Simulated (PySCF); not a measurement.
Isomers of C3H6O. Level of theory: PySCF 2.14.0, density-fitted response routines, TDDFT CAM-B3LYP/def2-SVPD, vertical, gas phase, core orbitals frozen in the response. Geometries: GFN2-xTB; one conformer of each isolated species. Triplets are in the Tamm–Dancoff approximation.

A. `C=CCO`
B. `CCC=O`
C. `C1COC1`

Lowest singlet levels (six at most, fewer where fewer were computed) with oscillator strengths:

1. 180 nm (f 0.066); 167 nm (f 0.059); 164 nm (f 0.281); 160 nm (f 0.026); 151 nm (f 0.026); 149 nm (f 0.019); T1 4.48 eV
2. 181 nm (f 0.005); 170 nm (f 0.010); 163 nm (f 0.000); 154 nm (f 0.002); 145 nm (f 0.027); 144 nm (f 0.011); T1 6.57 eV
3. 281 nm (f 0.000); 171 nm (f 0.019); 153 nm (f 0.069); 146 nm (f 0.007); 144 nm (f 0.000); 142 nm (f 0.011); T1 3.80 eV

Question: Which spectrum belongs to which structure?

Answer: 1 = A, 2 = C, 3 = B.
- A: S1 at 6.88 eV, HOMO→LUMO (53%), HOMO-1→LUMO (40%); Löwdin shares by element: HOMO carbon 67%, oxygen 18%; LUMO carbon 61%, oxygen 14% (atoms not listed hold the other 25%); HOMO -9.13 and LUMO 0.96 eV.
- B: S1 at 4.41 eV, HOMO→LUMO (98%); S1 has the pattern of n→π* at C=O; HOMO -9.00 and LUMO 0.53 eV; point group Cs, 2 of its 6 listed states under f = 0.0005.
- C: S1 at 6.84 eV, HOMO→LUMO (55%), HOMO→LUMO+2 (38%); Löwdin shares by element: HOMO oxygen 57%, carbon 20% or more, hydrogen 5% or more (atoms not listed hold the other 18%); LUMO carbon 53%, hydrogen 10% or more (atoms not listed hold the other 37%); HOMO -8.65 and LUMO 1.43 eV; point group C2v, 1 of its 6 listed states under f = 0.0005.
A and C have S1 within 0.05 eV of each other; their strongest listed levels stand at 7.58 eV (f 0.281) and 8.54 eV (f 0.027).
